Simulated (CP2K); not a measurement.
Crystal: MnO.

```
CELL_PARAMETERS angstrom
3.14508 0.00000 0.00000
1.57254 2.72372 0.00000
1.57254 0.90791 2.56795
ATOMIC_POSITIONS crystal
Mn 0.00000 0.00000 0.00000
O 0.50000 0.50000 0.50000
```

The cell is a database's computed one.

Program: CP2K 2026.2. Alike in all runs: task band structure; spin collinear, ferromagnetic start; cell as given; k mesh 10 × 10 × 10.

Question: Order these runs on this cell by their pressure, lowest first.
A. level LDA; potentials or basis GTH_POTENTIALS Mn GTH-PADE-q15, O GTH-PADE-q6; TZVP-MOLOPT-PBE-GTH basis; smearing fermi-dirac 0.05 eV; EPS_DEFAULT 1.0E-9; NGRIDS 5; points a segment of the path (NPOINTS) 10; bands added on the path 4; CUTOFF of the grids 600 Ry
B. level PBEsol; potentials or basis POTENTIAL_UZH Mn GTH-PBE-q15, O GTH-PBE-q6; TZVP-MOLOPT-PBE-GTH basis; smearing fermi-dirac 0.1 eV; EPS_DEFAULT 1.0E-9; NGRIDS 4; points a segment of the path (NPOINTS) 8; bands added on the path 2; CUTOFF of the grids 600 Ry
C. level r2SCAN; potentials or basis POTENTIAL_UZH Mn GTH-SCAN-q15, O GTH-SCAN-q6; TZVP-MOLOPT-SCAN-GTH basis; smearing fermi-dirac 0.01 eV; EPS_DEFAULT 1.0E-10; NGRIDS 4; points a segment of the path (NPOINTS) 6; bands added on the path 6; CUTOFF of the grids 850 Ry

Answer: A (-12.8 GPa), B (-4.2 GPa), C (2.0 GPa).

Caveats: the basis of atomic orbitals isn't converged, which shifts pressures, moduli and gaps; the total moment is fixed, so each spin has its own Fermi level; a cell with one magnetic atom can't hold antiferromagnetic order, which such compounds often take; the potentials were made for another functional, which shifts forces and pressure (some runs).
